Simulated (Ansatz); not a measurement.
Input of an Ansatz 0.2.0 run:

File input.yaml:

```yaml
crystal:
  lattice:
    - [3.179064, 0.0, 0.0]
    - [0.0, 3.179064, 0.0]
    - [0.0, 0.0, 3.179064]
  atoms:
    - { symbol: Ti, position: [0.0, 0.0, 0.0] }
    - { symbol: Al, position: [0.5, 0.5, 0.5] }
hamiltonian:
  xc: r2scan
  pseudopotentials: { kind: paw }
kpoints:
  mp_grid: { grid: [8, 8, 8] }
scf:
  occupations: { method: fermi_dirac, width: 0.05 }
output:
  forces: true
  stress: true
  eigenvalues: true
relax:
  f_tol: 0.01
  max_steps: 40
  cell: { stress_tol: 0.05, p_target: 30.0 }
```

Potentials or basis: Ansatz PAW.

Command:

```bash
$ ansatz run input.yaml --threads 2 --pin off --max-ram 5632MiB --backend cpu --events-out ev --progress --plain --runs-dir out
```

Predict the space group after relaxing (to 0.05 Å).

Pm-3m (No. 221).

Estimate the relaxed volume.

13.37 Å³/atom.

Predict the relaxed cell.

a = 2.991 Å, b = 2.991 Å, c = 2.991 Å, α = 90.00°, β = 90.00°, γ = 90.00°.

Predict the band gap on the k mesh.

none (metal or under the smearing width).

The path:
```csv
step,energy change (eV),largest force (eV/Å),volume (Å³)
1,0.0000,0.0000,32.13
2,0.2705,0.0000,27.66
3,0.4597,0.0000,26.54
4,0.4183,0.0000,26.75
5,0.4198,0.0000,26.75
6,0.4210,0.0000,26.75
```

Caveat: the volume moved by over 15 % at a fixed basis, so the end points are rough; the plane-wave basis is chosen anew once the cell has moved, so the energies of steps on either side of that aren't comparable; the PAW data sets come from PBE, with cores solved anew for the run's functional, which leaves a small shift of forces and pressure.
